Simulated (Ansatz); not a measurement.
# Se: one crystal by all-electron and frozen-core methods

Does the method matter for Se? The same cell, functional and mesh are run with all-electron LAPW, frozen-core PAW and all-electron PAW on datasets made for the crystal.

Program: Ansatz 0.2.0. Level of theory: DFT PBEsol, scalar-relativistic. These are calculated values, not measurements.

### 1 The starting structure

The structure is trigonal, space group P3_221 (No. 154). Conventional cell: a = 4.355 Å, b = 4.355 Å, c = 4.949 Å, α = 90.00°, β = 90.00°, γ = 120.00°. Se (site symmetry 2) is surrounded by 2 Se at 2.32 Å.

Structure file:

```xyz
3
Lattice="4.3552 0.0000 0.0000 -2.1776 3.7717 0.0000 0.0000 0.0000 4.9494" Properties=species:S:1:pos:R:3 pbc="T T T"
Se    0.9451    0.0000    0.8249
Se   -0.4725    0.8185    4.1245
Se    1.7050    2.9532    2.4747
```

Structure: COD 9008579, as refined from experiment and not relaxed.

Atoms are numbered in the order of the input: Se1, Se2, Se3.

### 2 All-electron LAPW

Input file input.yaml:

```yaml
crystal:
  lattice:
    - [4.3551696776, 0.0, 0.0]
    - [-2.1775848388, 3.7716875786, 0.0]
    - [0.0, 0.0, 4.94945]
  atoms:
    - { symbol: Se, position: [0.217, 0.0, 0.1666666667] }
    - { symbol: Se, position: [0.0, 0.217, 0.8333333333] }
    - { symbol: Se, position: [0.783, 0.783, 0.5] }
kpoints:
  mp_grid: { grid: [8, 8, 6] }
  band_path:
    path:
      - [0.0, 0.0, 0.0]
      - [0.5, 0.0, 0.0]
      - [0.3333333333, 0.3333333333, 0.0]
      - [0.0, 0.0, 0.0]
      - [0.0, 0.0, 0.5]
      - [0.5, 0.0, 0.5]
      - [0.3333333333, 0.3333333333, 0.5]
      - [0.0, 0.0, 0.5]
      - [0.5, 0.0, 0.5]
    npoints: 14
scf:
  occupations: { method: fermi_dirac, width: 0.02 }
hamiltonian:
  xc: pbesol
  pseudopotentials: { kind: all_electron, lapw: { basis_error: 0.001 } }
output:
  forces: true
  stress: true
  eigenvalues: true
  fatbands: true
  populations: true
  dos: { projected: true, de: 0.2, e_range: [-14, 8] }
```

The run is started by

```bash
> ansatz run input.yaml --threads 1 --pin off --max-ram 4096MiB --backend cpu --events-out ev --progress --plain --runs-dir out
```

### 3 Frozen-core PAW

input.yaml, as its differences from that of step 2:

```diff
@@ -27,3 +27,3 @@
   xc: pbesol
-  pseudopotentials: { kind: all_electron, lapw: { basis_error: 0.001 } }
+  pseudopotentials: { kind: paw }
 output:
@@ -32,4 +32,9 @@
   eigenvalues: true
-  fatbands: true
+  efg: { contact_densities: true }
   populations: true
+  bader: true
   dos: { projected: true, de: 0.2, e_range: [-14, 8] }
+  write_density: true
+  write_potential: true
+  elf: true
+  volumetric_format: npy
```

### 4 All-electron PAW on datasets made for the crystal

input.yaml, as its differences from that of step 3:

```diff
@@ -22,3 +22,3 @@
       - [0.5, 0.0, 0.5]
-    npoints: 14
+    npoints: 8
 scf:
@@ -27,3 +27,3 @@
   xc: pbesol
-  pseudopotentials: { kind: paw }
+  pseudopotentials: { kind: all_electron, datasets: crystal }
 output:
@@ -33,8 +33 @@
   efg: { contact_densities: true }
-  populations: true
-  bader: true
-  dos: { projected: true, de: 0.2, e_range: [-14, 8] }
-  write_density: true
-  write_potential: true
-  elf: true
-  volumetric_format: npy
```

(Steps that only read results are left out.)

What does the calculation give? Wanted: pressure; gap; largest force; Bader charges; highest ELF.

The runs gave:

| quantity | value |
| --- | --- |
| pressure | LAPW 2.88, PAW 2.89, crystal datasets 2.88 GPa |
| gap (LAPW) | 0.93 eV, indirect from L to H |
| largest force | LAPW 1.004, PAW 1.009, crystal datasets 1.004 eV/Å |
| Bader charges (PAW) | Se1 +0.00 e |
| highest ELF (PAW) | 0.90, 0.87 Å from Se |

What this shows: At this geometry the cell is under compression of 2.9 GPa, so it would expand if let go. A gap opens: 0.93 eV, indirect from L to H. It is the Kohn-Sham gap of a semilocal functional, which mostly lies below the gap found in experiment. Se 4p states make 97 % of the projected weight in the top eV of the valence band. The projection holds only the free atom's occupied shells (Se 4s, Se 4p in this range). The field gradient at Se1, the largest by crystal datasets, is -49.94 by PAW and -50.38 by crystal datasets (10²¹ V/m²), within 5 %. PAW lies less than 0.01 GPa from LAPW in pressure and -0.01 eV in the gap. The forces differ by at most 5 meV/Å in a component, on a largest force of 1.004 eV/Å. LAPW took about 2.1 times as long as PAW (69 s against 33 s, on a shared host and with the outputs that each input asks for).
